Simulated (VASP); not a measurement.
# B2As: single point with PBE

Crystal: B2As.

```
B As
1.0
     5.30648    0.00000    0.00000
     0.00000    5.30648    0.00000
     0.00000    0.00000    2.60213
B As
4 2
Direct
  0.10753 0.39247 0.00000
  0.39247 0.89247 0.00000
  0.89247 0.60753 0.00000
  0.60753 0.10753 0.00000
  0.00000 0.00000 0.00000
  0.50000 0.50000 0.00000
```

The cell was built by a generator and needn't be a form met in nature.

```json
{
  "Program": "VASP 6.6.1",
  "Task": "single point",
  "Functional": "PBE",
  "Potentials or basis": "VASP PAW PBE potentials, release 64 (B, As)",
  "Cutoff": "520 eV",
  "k mesh": "8 × 8 × 14",
  "Occupations": "gaussian, width 0.1 eV",
  "Spin": "no spin polarisation"
}
```

```json
{
 "Pressure": "0.4 GPa",
 "Largest force": "0.018 eV/Å",
 "Band gap on the k mesh": "none (metal or under the smearing width)"
}
```

Forces in eV/Å, atoms in the order of the input:
```
B   -0.013  0.013  0.000
B    0.013  0.013  0.000
B    0.013 -0.013  0.000
B   -0.013 -0.013  0.000
As   0.000  0.000  0.000
As   0.000  0.000  0.000
```

Stress tensor (GPa, compression positive):
```
0.47 0.00 0.00
0.00 0.47 0.00
0.00 0.00 0.18
```

Levels at points of the mesh, in eV from the Fermi level:
```
           k point  band 8  band 9  band 10  band 11  band 12  band 13  band 14  band 15
(0.00, 0.00, 0.00)   -5.38   -2.42     2.01     2.92     2.93     4.89     5.75     5.75
(0.50, 0.00, 0.00)   -4.16   -0.75    -0.75     2.36     2.36     3.87     3.87     6.20
(0.50, 0.50, 0.00)   -3.84   -2.39    -2.39    -0.31    -0.31     4.40     4.40     5.58
(0.00, 0.00, 0.50)   -4.24   -3.01    -3.01    -2.97    -0.66    -0.46    -0.46    -0.13
(0.50, 0.00, 0.50)   -4.82   -2.67    -2.67    -2.04    -2.04     0.70     0.70     1.32
(0.50, 0.50, 0.50)   -4.11   -2.03    -2.03    -1.79    -1.79     0.41     0.41     2.56
```

Run time: 3.9 min on 1 thread of Intel(R) Xeon(R) Platinum 8375C CPU @ 2.90GHz (Ice Lake), on a shared host, peak memory 0.28 GiB.
